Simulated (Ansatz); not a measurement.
NiO2:

```
CELL_PARAMETERS angstrom
2.91215 0.00000 0.00000
-1.45608 2.52200 0.00000
0.00000 0.00000 10.55527
ATOMIC_POSITIONS crystal
Ni 0.00000 0.00000 0.50000
Ni 0.00000 0.00000 0.00000
O 0.33333 0.66667 0.58908
O 0.33333 0.66667 0.91092
O 0.66667 0.33333 0.41092
O 0.66667 0.33333 0.08908
```

The cell comes from a database or a generator and needn't be the stable form of this composition.

Base run:

* Program: Ansatz 0.2.0
* Functional: LDA
* Potentials or basis: Ansatz PAW
* Cutoff: 420 eV (not typed: the program's choice for these potentials)
* k mesh: 10 × 10 × 3
* Occupations: fermi-dirac, width 0.05 eV
* Spin: collinear spin, ferromagnetic start
* Starting moments: [1.0, 1.0, 0.0, 0.0, 0.0, 0.0] μB

Its results: band gap on the k mesh 0.84 eV, indirect (least direct gap 1.14 eV); pressure -20.1 GPa; net moment 0.00 μB per cell; largest force 1.437 eV/Å.

Task: The run is repeated on the same cell with these changes: functional from LDA to r2SCAN; cutoff from 420 eV (not typed: the program's choice for these potentials) to 500 eV (not typed: the program's choice for these potentials). What comes out?

Result: Band gap on the k mesh 1.38 eV, indirect (least direct gap 1.58 eV); pressure -16.1 GPa; net moment 0.00 μB per cell; largest force 0.957 eV/Å.

r2SCAN gives the wider gap, since meta-GGAs in the generalised Kohn-Sham scheme recover part of the derivative discontinuity.

Caveats: the PAW data sets come from PBE, with cores solved anew for the run's functional, which leaves a small shift of forces and pressure; the starting moments weren't kept; forces of over 1 eV/Å show positions far from the minimum, so gaps and moduli don't describe the material at rest (some runs); the magnetic or orbital state may not be the lowest (some runs).
